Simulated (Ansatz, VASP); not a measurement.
# One calculation of GaSb, two programs

The input INCAR:

```
PREC     = Accurate       # precision mode
ENCUT    = 520            # plane-wave cutoff, eV
EDIFF    = 1E-6           # SCF threshold, eV
ISMEAR   = 0              # smearing method
SIGMA    = 0.1            # smearing width, eV
LREAL    = False          # projectors in reciprocal space
LASPH    = True           # aspherical terms in the spheres
NELM     = 100            # most SCF steps
ALGO     = Normal         # electronic algorithm
ISIF     = 2              # what is computed and relaxed
LWAVE    = False          # write WAVECAR
LCHARG   = False          # write CHGCAR
GGA      = PE             # functional
NBANDS   = 16             # bands
```

KPOINTS

```
regular mesh
0
Gamma
  12 12 12
```

Contents of POSCAR:

```
GaSb
1.0
    0.0000000000      3.0107679896      3.0107679896
    3.0107679896      0.0000000000      3.0107679896
    3.0107679896      3.0107679896      0.0000000000
Ga Sb
1 1
Direct
    0.0000000000      0.0000000000      0.0000000000
    0.2500000000      0.2500000000      0.2500000000
```

Input for Ansatz:

```yaml
crystal:
  lattice:
    - [0.0, 3.0107679896, 3.0107679896]
    - [3.0107679896, 0.0, 3.0107679896]
    - [3.0107679896, 3.0107679896, 0.0]
  atoms:
    - { symbol: Ga, position: [0.0, 0.0, 0.0] }
    - { symbol: Sb, position: [0.25, 0.25, 0.25] }
basis:
  ecutwfc: 420
kpoints:
  mp_grid: { grid: [12, 12, 12] }
hamiltonian:
  xc: pbe
scf:
  occupations: { method: gaussian, width: 0.1 }
output:
  forces: true
  stress: true
  eigenvalues: true
```

Alike in both runs: task single point; functional PBE; k mesh 12 × 12 × 12; occupations gaussian, width 0.1 eV; no spin polarisation.

|  | VASP | Ansatz |
| --- | --- | --- |
| version | VASP 6.6.1 | Ansatz 0.2.0 |
| potentials or method | VASP PAW PBE potentials, release 64 (Ga_d, Sb) | scalar-relativistic, plane waves, PAW |
| plane-wave cutoff (eV) | 520 | 420 |
| valence electrons in the cell | 18 | 28 |

|  | VASP | Ansatz | Ansatz less VASP |
| --- | --- | --- | --- |
| gap on the k mesh at the Fermi level (eV) | 0.38 | 0.38 | -0.004 |
| least direct gap on the mesh (eV) | 0.38 | 0.38 | -0.004 |
| pressure (GPa) | 5.4 | 5.3 | -0.09 |

The two sets of potentials don't hold the same shells in valence.

Caveats: spin-orbit coupling is left out, which moves the levels of the heavy elements. A k mesh can miss the band edges. A hybrid or GW would open this gap; PBE tends to underestimate it.
